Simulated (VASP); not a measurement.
Here is a VASP 6.6.1 calculation.

File POSCAR:

```
SnO2                                    
1.0
    4.7714001542      0.0000000000      0.0000000000
   -0.0000000000      4.7714001542      0.0000000000
    0.0000000000      0.0000000000      3.2165924293
  Sn              O             
     2     4
Direct
     0.0000000000000000    0.0000000000000000    0.0000000000000000
     0.5000000000000000    0.5000000000000000    0.5000000000000000
     0.3062614077595441    0.3062614077595441    0.0000000000000000
     0.1937385922404559    0.8062614077595440    0.5000000000000000
     0.6937385922404560    0.6937385922404560    0.0000000000000000
     0.8062614077595440    0.1937385922404559    0.5000000000000000
```

INCAR.step1

```
ALGO     = Normal         # electronic algorithm
EDIFF    = 1E-5           # SCF threshold, eV
ENCUT    = 520            # plane-wave cutoff, eV
GGA      = PE             # functional
ISIF     = 2              # what is computed and relaxed
ISMEAR   = 0              # smearing method
KPAR     = 2            
LASPH    = True           # aspherical terms in the spheres
LCHARG   = False          # write CHGCAR
LREAL    = False          # projectors in reciprocal space
LWAVE    = True           # write WAVECAR
NBANDS   = 35             # bands
NELM     = 80             # most SCF steps
PREC     = Accurate       # precision mode
SIGMA    = 0.03           # smearing width, eV
```

INCAR.step2

```
ALGO     = Normal         # electronic algorithm
EDIFF    = 1E-6           # SCF threshold, eV
ENCUT    = 520            # plane-wave cutoff, eV
ISIF     = 2              # what is computed and relaxed
ISMEAR   = 0              # smearing method
ISTART   = 1            
KPAR     = 2            
LASPH    = True           # aspherical terms in the spheres
LCHARG   = False          # write CHGCAR
LREAL    = False          # projectors in reciprocal space
LWAVE    = False          # write WAVECAR
METAGGA  = MBJ            # meta-GGA
NBANDS   = 35             # bands
NELM     = 80             # most SCF steps
PREC     = Accurate       # precision mode
SIGMA    = 0.03           # smearing width, eV
```

KPOINTS

```
k-points
0
Gamma
  6 6 8
```

KPOINTS_OPT

```
explicit points
186
Reciprocal
 0.0000000000  0.0000000000  0.0000000000 1
 0.0000000000  0.0263157895  0.0000000000 1
 0.0000000000  0.0526315789  0.0000000000 1
 0.0000000000  0.0789473684  0.0000000000 1
 0.0000000000  0.1052631579  0.0000000000 1
 0.0000000000  0.1315789474  0.0000000000 1
[... 178 lines left out ...]
 0.0000000000  0.5000000000  0.0000000000 1
 0.0000000000  0.0000000000  0.5000000000 1
```

Potentials or basis: VASP PAW PBE potentials, release 64 (Sn_d, O).

Run with:

```bash
$ cat potpaw_PBE.64/Sn_d/POTCAR potpaw_PBE.64/O/POTCAR > POTCAR
$ cp INCAR.step1 INCAR
$ mpirun -np 2 vasp_std > vasp.out
$ cp INCAR.step2 INCAR
$ mpirun -np 2 vasp_std > vasp.out
```

(1) What does it give for the band gap along the path?

(2) What does it give for the band gap on the k mesh?

Results:

(1) 2.86 eV, direct.

(2) 2.86 eV, direct.

Caveat: spin-orbit coupling is left out, which moves the levels of the heavy elements.
